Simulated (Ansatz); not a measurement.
# BN: the cost of one run

Method: DFT PBE, scalar-relativistic, plane waves, PAW, in Ansatz 0.2.0.

8 further runs of the same task are left out: 8 set aside as unsound or not needed.

### 1 The starting structure

Symmetry: F-43m, No. 216, cubic system. The conventional cell has a = 3.625 Å, b = 3.625 Å, c = 3.625 Å, α = 90.00°, β = 90.00°, γ = 90.00°. Around B (site symmetry -43m) lie 4 N at 1.57 Å. Around N (site symmetry -43m) lie 4 B at 1.57 Å.

Coordinates:

```cif
data_structure
_symmetry_space_group_name_H-M 'P 1'
_symmetry_Int_Tables_number 1
_cell_length_a 2.5631
_cell_length_b 2.5631
_cell_length_c 2.5631
_cell_angle_alpha 60.000
_cell_angle_beta 60.000
_cell_angle_gamma 60.000
_cell_volume 11.91
loop_
_atom_site_label
_atom_site_type_symbol
_atom_site_fract_x
_atom_site_fract_y
_atom_site_fract_z
_atom_site_occupancy
B1 B 0.00000 0.00000 0.00000 1
N1 N 0.75000 0.75000 0.75000 1
```

It goes back to an entry of the Materials Project.

It is the result of an earlier relaxation at this level (volume 5.95 Å³/atom; gap on the mesh: 4.46 eV).

### 2 Plan of the line

The energy is mapped over two homogeneous strains; x, y and z are the crystal's own axes (z along the conventional c), which in the input's Cartesian frame point along (1.00, 0.00, 0.00), (0.00, 0.00, -1.00), (0.00, 1.00, 0.00).

- engineering shear strain xz: 9 values from −30.0 to 30.0 %
- normal strain along z: 9 values from −7.00 to 7.00 %

Nothing else is relaxed (fractional coordinates fixed). Energies count from the relaxed crystal. Points are written as (first, second).

### 3 The run at (−7.5 %, −7.00 %)

input.yaml

```yaml
crystal:
  lattice:
    - [-0.0679647668, 1.6855262161, 1.8123937807]
    - [1.8123937807, -0.0679647668, 1.8123937807]
    - [1.7444290139, 1.6175614493, 0.0]
  atoms:
    - { symbol: B, position: [0.0, 0.0, 0.0] }
    - { symbol: "N", position: [0.75, 0.75, 0.75] }
basis:
  ecutwfc: 520.0
kpoints:
  mp_grid: { grid: [12, 12, 12] }
hamiltonian:
  xc: pbe
scf:
  occupations: { method: gaussian, width: 0.05 }
output:
  forces: true
  stress: true
  eigenvalues: true
```

The run is started by

```
$ ansatz run input.yaml --threads 1 --pin off --max-ram 2048MiB --backend cpu --events-out ev --progress --plain --runs-dir out
```

What time and memory should one allow on 1 thread of AMD EPYC 9R45 (Zen 5), shared host?

About 1.7 s, with a peak of 0.4 GiB.
